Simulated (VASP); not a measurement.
# SbH3 in VASP: further runs, part 2 of 2

VASP 6.6.1. The steps go on from the part before.

## 3. Electron localisation function, PBE

INCAR

```
SYSTEM = SbH3
PREC = Accurate
ENCUT = 520
EDIFF = 1E-6
ISMEAR = 0
SIGMA = 0.01
LREAL = .FALSE.
LASPH = .TRUE.
NELM = 80
ALGO = Normal
ISIF = 2
LWAVE = .FALSE.
LCHARG = .TRUE.
GGA = PE
LELF = .TRUE.
```

KPOINTS

```
Automatic mesh
0
G
  1 1 1
  0 0 0
```

POSCAR

```
SbH3
1.0
   11.0000000000      0.0000000000      0.0000000000
    0.0000000000     12.0000000000      0.0000000000
    0.0000000000      0.0000000000     11.0000000000
Sb H
1 3
Direct
    0.5515363600      0.4660375000      0.4401545500
    0.5867727300      0.4978708300      0.5872818200
    0.4155909100      0.4098208300      0.4831909100
    0.4863272700      0.5936791700      0.4189000000
```

Potentials or basis: VASP PAW PBE potentials, release 64 (Sb, H).

Started as:

```sh
$ cat potpaw_PBE.64/Sb/POTCAR potpaw_PBE.64/H/POTCAR > POTCAR
$ mpirun -np 1 vasp_gam > vasp.out
```

OUTCAR:

```text
SYSTEM = SbH3
   PREC = Accurate
   ENCUT = 520
   EDIFF = 1E-6
   ISMEAR = 0
   LREAL = .FALSE.
   LASPH = .TRUE.
   NELM = 80
   ISIF = 2
   GGA = PE

 ion  position               nearest neighbor table
   1  0.552  0.466  0.440-   4 1.71   2 1.71   3 1.71
   2  0.587  0.498  0.587-   1 1.71
   3  0.416  0.410  0.483-   1 1.71
   4  0.486  0.594  0.419-   1 1.71

  LATTYP: Found a simple tetragonal cell.
 ALAT       =    11.0000000000
 C/A-ratio  =     1.0909090909

  Lattice vectors:

 A1 = ( -11.0000000000,   0.0000000000,   0.0000000000)
 A2 = (   0.0000000000,   0.0000000000,  11.0000000000)
 A3 = (   0.0000000000,  12.0000000000,   0.0000000000)

Analysis of symmetry for initial positions (statically):
=====================================================================
 Subroutine PRICEL returns:
 Original cell was already a primitive cell.

 Routine SETGRP: Setting up the symmetry group for a
 simple tetragonal supercell.

 Subroutine GETGRP returns: Found  1 space group operations
 (whereof  1 operations were pure point group operations)
 out of a pool of 16 trial point group operations.

The static configuration has the point symmetry C_1 .

Analysis of symmetry for dynamics (positions and initial velocities):
=====================================================================
 Subroutine PRICEL returns:
 Original cell was already a primitive cell.

 Routine SETGRP: Setting up the symmetry group for a
 simple tetragonal supercell.

 Subroutine GETGRP returns: Found  1 space group operations
 (whereof  1 operations were pure point group operations)
 out of a pool of 16 trial point group operations.

The dynamic configuration has the point symmetry C_1 .

 Subroutine INISYM returns: Found  1 space group operations
 (whereof  1 operations are pure point group operations),
 and found     1 'primitive' translations

----------------------------------------------------------------------------------------

                                     Primitive cell

  volume of cell :    1452.0000

  direct lattice vectors                    reciprocal lattice vectors
    11.000000000  0.000000000  0.000000000     0.090909091  0.000000000  0.000000000
     0.000000000 12.000000000  0.000000000     0.000000000  0.083333333  0.000000000
     0.000000000  0.000000000 11.000000000     0.000000000  0.000000000  0.090909091

  length of vectors
    11.000000000 12.000000000 11.000000000     0.090909091  0.083333333  0.090909091

  position of ions in fractional coordinates (direct lattice)
     0.551536360  0.466037500  0.440154550
     0.586772730  0.497870830  0.587281820
     0.415590910  0.409820830  0.483190910
     0.486327270  0.593679170  0.418900000

  ion indices of the primitive-cell ions
   primitive index   ion index
                 1           1
                 2           2
                 3           3
                 4           4

----------------------------------------------------------------------------------------

 KPOINTS: Automatic mesh

Automatic generation of k-mesh.
 Grid dimensions read from file:
 generate k-points for:    1    1    1

 Generating k-lattice:

  Cartesian coordinates                     Fractional coordinates (reciprocal lattice)
     0.090909091  0.000000000  0.000000000     1.000000000  0.000000000  0.000000000
     0.000000000  0.083333333  0.000000000     0.000000000  1.000000000  0.000000000
     0.000000000  0.000000000  0.090909091     0.000000000  0.000000000  1.000000000

  Length of vectors
     0.090909091  0.083333333  0.090909091

  Shift w.r.t. Gamma in fractional coordinates (k-lattice)
     0.000000000  0.000000000  0.000000000

 Subroutine IBZKPT returns following result:
 ===========================================

 Found      1 irreducible k-points:

 Following reciprocal coordinates:
            Coordinates               Weight
  0.000000  0.000000  0.000000      1.000000
   k-points           NKPTS =      1   k-points in BZ     NKDIM =      1   number of bands    NBANDS=      8
   number of dos      NEDOS =    301   number of ions     NIONS =      4
   total plane-waves  NPLWV = 635040
   dimension x,y,z NGX =    84 NGY =   90 NGZ =   84
   dimension x,y,z NGXF=   168 NGYF=  180 NGZF=  168
   ions per type =               1   3
   NGX,Y,Z   is equivalent  to a cutoff of  12.70, 12.47, 12.70 a.u.
   NGXF,Y,Z  is equivalent  to a cutoff of  25.39, 24.94, 25.39 a.u.
 SYSTEM =  SbH3
   PREC   = accura    normal or accurate (medium, high low for compatibility)
   ISTART =      0    job   : 0-new  1-cont  2-samecut
   ICHARG =      2    charge: 1-file 2-atom 10-const
   ISPIN  =      1    spin polarized calculation?
   LNONCOLLINEAR =      F non collinear calculations
   LSORBIT =      F    spin-orbit coupling
   LASPH  =      T    aspherical Exc in radial PAW
   ENCUT  =  520.0 eV  38.22 Ry    6.18 a.u.  20.45 22.31 20.45*2*pi/ulx,y,z
   NELM   =     80;   NELMIN=  2; NELMDL= -5     # of ELM steps
   EDIFF  = 0.1E-05   stopping-criterion for ELM
   LREAL  =      F    real-space projection
[... 7 lines left out ...]
   TEBEG  =    0.0;   TEEND  =   0.0 temperature during run
   PSTRESS=    0.0 pullay stress
   NELECT =       8.0000    total number of electrons
   NUPDOWN=      -1.0000    fix difference up-down
   EMIN   =  10.00;   EMAX   =-10.00  energy-range for DOS
   EFERMI =   0.00;   METHOD = LEGACY
   ISMEAR =     0;   SIGMA  =   0.01  broadening in eV -4-tet -1-fermi 0-gaus
   EFERMI_NEDOS =   21; number of points for ismear=-14 and -15
   IALGO  =     38    algorithm
   IMIX   =      4    mixing-type and parameters
     AMIX     =   0.40;   BMIX     =  1.00
     AMIX_MAG =   1.60;   BMIX_MAG =  1.00
  volume/ion in A,a.u.               =     363.00      2449.64
  Fermi-wavevector in a.u.,A,eV,Ry     =   0.289145  0.546405  1.137514  0.083605
  Thomas-Fermi vector in A             =   1.146600
   LORBIT       =      0    0 simple, 1 ext, 2 COOP (PROOUT), +10 PAW based schemes
   GGA     = PE    functional components
   LHFCALC =     F    Hartree Fock is set to
   AEXX    =    0.0000 exact exchange contribution
   IVDW    =     0    specifies the selected vdW correction
   LEPSILON=     F    determine dielectric tensor
   LRPA    =     F    only Hartree local field effects (RPA)
 non-spin polarized calculation
 Gauss-broadening in eV      SIGMA  =   0.01
  energy-cutoff  :      520.00
  volume of cell :     1452.00
 maximum number of plane-waves:     19579
 NGX is ok and might be reduce to    84
   NGX = 41   NGY = 45   NGZ = 41

 number of electron       8.0000001 magnetization

 Free energy of the ion-electron system (eV)
  ---------------------------------------------------
  ext. energy  EPLUGINS =         0.00000000
  ---------------------------------------------------
  free energy    TOTEN  =       -13.15887969 eV

  energy without entropy =      -13.15887969  energy(sigma->0) =      -13.15887969

 E-fermi :  -6.1185     XC(G=0):  -0.7691

 val. band max:       -6.2027783757   @ k =   0.0000   0.0000   0.0000
 cond. band min:      -0.7461295666   @ k =   0.0000   0.0000   0.0000
 fundamental gap:      5.4566488091
 Fermi energy:        -6.1184916589

 k-point     1 :       0.0000    0.0000    0.0000
  band No.  band energies     occupation
      1     -14.1431      2.00000
      2      -8.1239      2.00000
      3      -8.1235      2.00000
      4      -6.2028      2.00000
      5      -0.7461      0.00000
      6      -0.7384      0.00000
      7      -0.6734      0.00000
      8       0.6955      0.00000

------------------------ aborting loop because EDIFF is reached ----------------------------------------

  FORCE on cell =-STRESS in cart. coord.  units (eV):
  Direction    XX          YY          ZZ          XY          YZ          ZX
  --------------------------------------------------------------------------------------
  -------------------------------------------------------------------------------------
  Total        0.5609064      0.5414186      0.5623035     -0.0229298      0.0228077     -0.0336327
  in kB        0.6189198      0.5974164      0.6204614     -0.0253014      0.0251667     -0.0371113
  external PRESSURE =       0.6122659 kB  Pullay stress =       0.0000000 kB

 VOLUME and BASIS-vectors are now :
 -----------------------------------------------------------------------------
  energy-cutoff  :      520.00
  volume of cell :     1452.00
      direct lattice vectors                 reciprocal lattice vectors
    11.000000000  0.000000000  0.000000000     0.090909091  0.000000000  0.000000000
     0.000000000 12.000000000  0.000000000     0.000000000  0.083333333  0.000000000
     0.000000000  0.000000000 11.000000000     0.000000000  0.000000000  0.090909091

 POSITION                                       TOTAL-FORCE (eV/Angst)
 -----------------------------------------------------------------------------------
      6.06690      5.59245      4.84170         0.424000     -0.288204     -0.431185
      6.45450      5.97445      6.46010         0.045930      0.090086      0.331392
      4.57150      4.91785      5.31510        -0.307979     -0.108456      0.116406
      5.34960      7.12415      4.60790        -0.161951      0.306574     -0.016614
 -----------------------------------------------------------------------------------
    total drift:                               -0.000018     -0.000330     -0.000085

  FREE ENERGIE OF THE ION-ELECTRON SYSTEM (eV)
  ---------------------------------------------------
  free  energy   TOTEN  =       -13.1588796928 eV

  energy  without entropy=      -13.1588796928  energy(sigma->0) =      -13.15887969
```

stdout:

```text
POSCAR found type information on POSCAR SbH
 POSCAR found :  2 types and       4 ions
 scaLAPACK will be used
 LDA part: xc-table for (Slater+PW92), standard interpolation
 POSCAR, INCAR and KPOINTS ok, starting setup
 FFT: planning ... GRIDC
 FFT: planning ... GRID_SOFT
 FFT: planning ... GRID
 WAVECAR not read
 entering main loop
```

Wall time 1.7 min (1 thread of Intel Xeon Platinum 8488C (Sapphire Rapids), shared host); peak memory 1 GiB.

What came out:

```yaml
Free_energy: -13.1589 eV
Largest_force: 0.670 eV/Å
Gap_between_the_frontier_levels: 5.46 eV
```

Forces in eV/Å, atoms in the order of the input:
```
Sb   0.424 -0.288 -0.431
H    0.046  0.090  0.331
H   -0.308 -0.108  0.116
H   -0.162  0.307 -0.017
```

Caveat: spin-orbit coupling is left out, which moves the levels of the heavy elements. PBE gaps usually lie below the measured ones, often by a third to a half.

## 4. Relaxation of the atoms, PBE+D3(BJ)

INCAR

```
SYSTEM = SbH3
ALGO     = Fast           ! electronic algorithm
EDIFF    = 1E-6           ! SCF threshold, eV
EDIFFG   = -0.01          ! ionic threshold
ENCUT    = 520            ! plane-wave cutoff, eV
GGA      = PE             ! functional
IBRION   = 2              ! ionic algorithm
ISIF     = 2              ! what is computed and relaxed
ISMEAR   = 0              ! smearing method
IVDW     = 12             ! dispersion correction
LASPH    = .TRUE.         ! aspherical terms in the spheres
LCHARG   = .FALSE.        ! write CHGCAR
LREAL    = .FALSE.        ! projectors in reciprocal space
LWAVE    = .FALSE.        ! write WAVECAR
NELM     = 100            ! most SCF steps
NSW      = 60             ! ionic steps
PREC     = Accurate       ! precision mode
SIGMA    = 0.01           ! smearing width, eV
```

KPOINTS

```
k-points
0
G
  1 1 1
  0 0 0
```

POSCAR is that of step 3.

Started as:

```sh
$ cat potpaw_PBE.64/Sb/POTCAR potpaw_PBE.64/H/POTCAR > POTCAR
$ mpirun -np 1 vasp_gam > vasp.out
```

Run time: 3.7 min. Hardware: 1 thread of Intel Xeon Platinum 8488C (Sapphire Rapids), shared host; peak memory 1.2 GiB.

It converged, with:

- Free energy: -13.2180 eV
- Energy gained by relaxing: 3.5 meV/atom
- Ionic steps: 3
- Gap between the frontier levels: 5.44 eV
- Dispersion energy per atom: -0.011 eV

The path:
```tsv
step	energy change (eV)	largest force (eV/Å)	pressure (GPa)
1	0.0000	0.6702	0.06
2	-0.0119	0.2436	-0.03
3	-0.0139	0.0018	0.00
```

Final structure:
```yaml
crystal:
  lattice:
    - [11.00000, 0.00000, 0.00000]
    - [0.00000, 12.00000, 0.00000]
    - [0.00000, 0.00000, 11.00000]
  atoms:
    - { symbol: Sb, position: [0.55288, 0.46520, 0.43879] }
    - { symbol: H, position: [0.58691, 0.49813, 0.58833] }
    - { symbol: H, position: [0.41462, 0.40951, 0.48356] }
    - { symbol: H, position: [0.48581, 0.59457, 0.41885] }
```

Levels at points of the mesh, in eV from the valence-band top:
| k point | band 2 | band 3 | band 4 | band 5 | band 6 | band 7 |
| --- | --- | --- | --- | --- | --- | --- |
| (0.00, 0.00, 0.00) | -1.75 | -1.74 | 0.00 | 5.44 | 5.44 | 5.58 |

Caveat: spin-orbit coupling is left out, which moves the levels of the heavy elements. Expect the measured gap to be larger: semilocal functionals such as PBE lack the derivative discontinuity.

## 5. Relaxation of the atoms, BLYP

INCAR

```
SYSTEM = SbH3
PREC = Accurate
ENCUT = 520
EDIFF = 1E-6
ISMEAR = 0
SIGMA = 0.01
LREAL = .FALSE.
LASPH = .TRUE.
NELM = 100
ALGO = Normal
ISIF = 2
LWAVE = .FALSE.
LCHARG = .FALSE.
GGA = B5
ALDAX = 1.0
AGGAX = 1.0
AGGAC = 1.0
ALDAC = 0.0
IBRION = 2
NSW = 40
EDIFFG = -0.01
```

KPOINTS

```
Automatic mesh
0
G
  1 1 1
  0 0 0
```

POSCAR is that of step 4.

Started as:

```sh
$ cat potpaw_PBE.64/Sb/POTCAR potpaw_PBE.64/H/POTCAR > POTCAR
$ mpirun -np 1 vasp_gam > vasp.out
```

Run time: 17 min. Hardware: 1 thread of Intel Xeon Platinum 8488C (Sapphire Rapids), shared host; peak memory 1.2 GiB.

Results (log left out):

- Free energy: -12.8148 eV
- Energy gained by relaxing: 5.0 meV/atom
- Ionic steps: 9
- Gap between the frontier levels: 5.37 eV

Step by step:
```tsv
step	energy change (eV)	largest force (eV/Å)	pressure (GPa)
1	0.0000	0.7681	0.07
2	-0.0171	0.2953	-0.03
3	-0.0196	0.0252	0.00
4	-0.0196	0.0370	0.00
5	-0.0197	0.0320	0.00
6	-0.0198	0.0169	-0.01
7	-0.0198	0.0120	-0.01
8	-0.0198	0.0146	0.00
9	-0.0198	0.0001	0.00
```

Final structure:
```
Sb H
1.0
    11.00000    0.00000    0.00000
     0.00000   12.00000    0.00000
     0.00000    0.00000   11.00000
Sb H
1 3
Direct
  0.55282 0.46524 0.43885
  0.58748 0.49810 0.58885
  0.41416 0.40895 0.48346
  0.48578 0.59511 0.41836
```

Levels at points of the mesh, in eV from the valence-band top:
| k point | band 1 | band 2 | band 3 | band 4 | band 5 | band 6 | band 7 | band 8 |
| --- | --- | --- | --- | --- | --- | --- | --- | --- |
| (0.00, 0.00, 0.00) | -7.71 | -1.74 | -1.74 | 0.00 | 5.37 | 5.37 | 5.51 | 6.88 |

Caveat: the PAW data sets were made with another functional, which shifts forces and pressure a little; spin-orbit coupling is left out, which moves the levels of the heavy elements.

## 6. Overview

| task | level | cell | gap on the mesh (eV) | largest force (eV/Å) |
| --- | --- | --- | --- | --- |
| atomic charges | PBE+TS | as given | 5.46 | 0.67 |
| electron localisation function | PBE | as given | 5.46 | 0.67 |
| relaxation of the atoms | PBE+D3(BJ) | atoms relaxed | 5.44 | - |
| relaxation of the atoms | BLYP | atoms relaxed | 5.37 | - |

Alike in all rows: potentials or basis VASP PAW PBE potentials, release 64 (Sb, H); no spin polarisation; k mesh 1 × 1 × 1; cutoff (eV) 520; smearing gaussian 0.01 eV.

Caveats: spin-orbit coupling is left out, which moves the levels of the heavy elements; the PAW data sets were made with another functional, which shifts forces and pressure a little (some runs).

Absolute energies hang on the potentials; compare differences alone.
